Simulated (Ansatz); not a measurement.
A crystal relaxed with r2SCAN in Ansatz has space group Fm-3m (No. 225) and a = 5.089 Å.

```json
{"atom": "Xx", "site": "4a", "x": "0.0000", "y": "0.0000", "z": "0.0000"}
{"atom": "O", "site": "8c", "x": "0.2500", "y": "0.7500", "z": "0.7500"}
```

The r2SCAN gap is indirect, 3.89 eV (X to Γ), below the direct gap of 4.29 eV at X. With HSE06 the valence top lies at X and the conduction bottom at Γ, 4.98 eV higher; the smallest vertical gap, at X, is 5.38 eV. Meshes: r2SCAN 8×8×8, HSE06 6×6×6. r2SCAN's ε∞ is 5.3 in all directions.

Task: Which element is Xx?
A. Sn
B. Hf
C. Zr
D. Ti

Result: C. Xx is Zr: ZrO₂ (started from an entry of an open crystallographic database). Zr has 8 O at 2.20 Å; O has 4 Zr at 2.20 Å.

Calculated for a static, non-magnetic cell.

The meshes of the hybrids are coarse, so their gaps aren't converged to the digits shown.
